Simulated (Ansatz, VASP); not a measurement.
# BeTe in VASP and in Ansatz

```
Te Be
1.0
     0.00000    2.71345    2.71345
     2.71345    0.00000    2.71345
     2.71345    2.71345    0.00000
Te Be
1 1
Direct
  0.75000 0.75000 0.75000
  0.00000 0.00000 0.00000
```

Change from the starting cell: volume scaled by 0.94.

Alike in both runs: task single point; functional PBEsol; k mesh 8 × 8 × 8; occupations fermi-dirac, width 0.05 eV; no spin polarisation.

```csv
,VASP,Ansatz
version,VASP 6.6.1,Ansatz 0.2.0
potentials or method,"VASP PAW PBE potentials, release 64 (Te, Be), cutoff 520 eV","all-electron LAPW, scalar-relativistic"
```

Ansatz gave:

| Item | Value |
| --- | --- |
| gap on the k mesh at the Fermi level (eV) | 1.58 |
| least direct gap on the mesh (eV) | 3.51 |
| pressure (GPa) | 7.1 |

Question: What did VASP give for the same quantities?

Answer: gap on the k mesh at the Fermi level (eV): 1.56; least direct gap on the mesh (eV): 3.49; pressure (GPa): 7.4.

Ansatz ran all-electron here, so the differences hold the error of VASP's frozen core and of both bases.

Caveats: spin-orbit coupling is left out, which moves the levels of the heavy elements; the PAW data sets were made with another functional, which shifts forces and pressure a little (VASP). A k mesh can miss the band edges.
